If tungsten disulfide is turned inside out, so that sulfur sits where the metal was and tungsten where the sulfur was, does the layered structure still win? The formula is then W₂S, and each layer is a sheet of S between two sheets of W. Stacked layers no longer meet sulfur to sulfur, as in WS₂ or MoS₂, but metal to metal. The table sets two such stackings against three structures without layers of this kind. Its column "over lowest" gives the energy of each above the best one listed.

Structures of W₂S, with cell and atoms relaxed at 0 K and 0 GPa in the symmetry of the starting type; energies are relative to the lowest row. Computed with Ansatz 0.2.0 using plane-wave PAW DFT and the PBE functional, scalar-relativistic and without spin polarization, with a 420 eV cutoff and a stated convergence of 4 meV/atom for metals.

```tsv
found from	space group number	atoms in cell	volume per atom (Å³)	over lowest (meV/atom)
MoS2 type	194	6	15.03	0.0
MoS2 type	160	3	15.03	93.0
CaF2 type	225	3	15.66	947.0
changed type	191	3	16.62	1275.0
MgCu2 type	227	6	17.58	1385.0
```

**The two layered rows**

The hexagonal stacking, space group 194, is lowest, and the rhombohedral one, space group 160, lies 93 meV/atom above it. Both are built from the same kind of layer, with each S inside a trigonal prism of six W, and their volumes per atom agree to the digits shown. What differs is how one layer sits on the next. In MoS₂ itself that choice hardly matters, because only weak forces act between the sulfur faces.

Whether the W faces are held by something stronger can be judged from the distance between W atoms across the gap. The relaxed cell gives the in-plane spacing $a = 3.10$ Å and the layer repeat $h = 5.41$ Å. The W–S bond length $d$ has to be assumed, and 2.4 Å is usual for tungsten sulfides. In this stacking both a W–S bond and a W–W contact across the gap span the same sideways distance, $a/\sqrt{3}$, so Pythagoras gives first the height $t$ of W above the S sheet, then the gap $g$, then the contact:

$$t=\sqrt{d^2-a^2/3}\approx 1.6\ \text{Å},\qquad g=h-2t\approx 2.2\ \text{Å},\qquad d_{\mathrm{WW}}=\sqrt{a^2/3+g^2}\approx 2.8\ \text{Å}$$

With $d = 2.5$ Å the contact shrinks to about 2.6 Å. Either value is close to the spacing in tungsten metal, roughly 2.7 Å. The gap is therefore very probably bridged by metal–metal bonds, which would make the solid layered in its pattern but not in its cohesion.

Such bonds can make stacking matter, because the d orbitals of tungsten point in definite directions. In the hexagonal form every W has three S on one side and three W on the other, arranged as a trigonal prism. In the rhombohedral form half of the W atoms have the two triangles twisted against each other, which makes an octahedron. The calculation shows that the rhombohedral stacking as a whole costs energy. That the cost comes from d bonds that fit the prism better is a reasonable inference, but it would take an analysis of the bands to prove it.

**The fluorite type**

The next step is far larger: the fluorite type lies 947 meV/atom above the lowest row. Its bonds do not look bad. The nearest W–S distance is 2.48 Å, and each W also has W neighbours at 2.86 Å. A rule that merely looks for short bonds would place this structure much lower.

What has changed is the arrangement. Sulfur now sits in a cube of eight W instead of a prism of six, and each W sits in a tetrahedron of four S. One possible reading is that sulfur has to share its few bonding orbitals among too many neighbours, while the W atoms lose the surroundings that suited their d electrons. The table can test neither effect, so the cause of this large step remains open.

**The two highest rows**

The last two rows have a plainer fault. The "changed type" began as the AlB₂ structure and kept its symmetry, but its cell became much flatter, with a height-to-width ratio of 0.63 where AlB₂ has about 1.1. Here and in the MgCu₂ type, sulfur sits in a cage of twelve W. The nearest W–S distances are 2.96 and 3.11 Å, well beyond a normal bond.

These structures do not lack metal bonds. Their nearest W–W distances, 2.60 and 2.65 Å, are shorter than in the fluorite type, yet their energies are higher. Close contacts between metal atoms do not make up for the lost W–S bonds.

Size explains why those bonds are lost. The MgCu₂ structure packs well when the atom on the Mg site is the larger one, and here that site holds sulfur, the smaller atom. The W cage cannot close around it without pressing the W atoms together. Space is left poorly used, and the volume per atom is 17 % above that of the lowest row. The changed type is caught in a similar way. Each S lies above the centre of a hexagon of W, so its bonds to W must be longer than the sides of that hexagon, however flat the cell becomes. Flattening also pushes the S atoms together. They end up 2.85 Å apart along the short axis, closer to each other than to any W, which probably adds to the cost.

The same reasoning gives a first guess for other metal-rich sulfides: look for structures that give sulfur a small cage with short bonds and still let the metal atoms touch. The fluorite row warns that passing this test is not enough.

**How safe the order is**

The smallest step in the table is the 93 meV/atom between the two stackings, about 23 times the stated convergence of 4 meV/atom. The error of the density functional is a separate matter. Between structures with similar bonds it is often a few tens of meV/atom, and the two stackings are similar enough for much of it to cancel. Their order is thus probably right, though no second functional is here to confirm it.

The layered forms lie so far below the other three that an ordinary functional error would not close the gap. The order of the last two rows is less secure. They are 110 meV/atom apart but are bonded differently, so errors cancel less well. All five rows were computed without spin, which leaves open whether magnetism would lower any of them. Spin–orbit coupling, which is strong in tungsten, is left out as well. Much of its effect should cancel between the two stackings, but that is expected rather than tested.

**What could reverse it**

Heat would have to favour the rhombohedral stacking through its entropy. To make up 93 meV/atom at 1000 K, it would need an advantage of about 1.1 $k_\mathrm{B}$ per atom, where $k_\mathrm{B}$ is Boltzmann's constant. Two stackings of the same layer usually differ by a small fraction of that. Pressure offers little leverage between them, since their volumes are nearly equal, and it works against the three bulkier structures.

A structure outside the table is the more likely challenger. The relaxations kept the symmetry of their starting cells, so any row may be a saddle point from which a distortion leads downhill. Restacking the same layers looks less promising. In the stacking known for Hf₂S, which is not among the rows, every W would have the octahedral surroundings. If the prism is what lowers the energy, that form should lie above both layered rows, so calculating it would test the explanation.

For anyone planning a synthesis, the zero in the table marks the best of five structures, not a compound that must form. W₂S also has to compete with a mixture of tungsten metal and WS₂, the established bulk sulfide, and that comparison is not made here. The differences and distances used above are listed in the output that follows.

The analysis program printed:

```
Order and packing of the rows:
           row  space group  over lowest (meV/atom)  step from row above (meV/atom)  volume above lowest row (%)  W around each S
     MoS2 type          194                       0                             n/a                            0                6
     MoS2 type          160                      93                              93                            0                6
     CaF2 type          225                     947                             854                        4.192                8
  changed type          191                    1275                             328                        10.58               12
    MgCu2 type          227                    1385                             110                        16.97               12
Cost of the 160 stacking per W2S formula (meV): 279
Smallest step between rows divided by the stated 4 meV/atom: 23.25
Entropy lead that 160 needs at 1000 K (kB per atom): 1.079
Entropy lead that fluorite type needs at 1000 K (kB per atom): 10.99
In-plane W-W distance in 194 (A): 3.103
In-plane W-W distance in 160 (A): 3.082
Layer repeat in 194 (A): 5.407
Layer repeat in 160 (A): 5.467
Estimated W-W across the gap in 194 for W-S of 2.4 A (A): 2.848
Estimated W-W across the gap in 194 for W-S of 2.5 A (A): 2.626
Nearest W-S in fluorite type 225 (A): 2.48
Nearest W-S in changed type 191 (A): 2.961
Nearest W-S in Laves type 227 (A): 3.109
Nearest W-W in fluorite type 225 (A): 2.864
Nearest W-W in changed type 191 (A): 2.597
Nearest W-W in Laves type 227 (A): 2.651
Ratio c/a in changed type 191: 0.6325
```
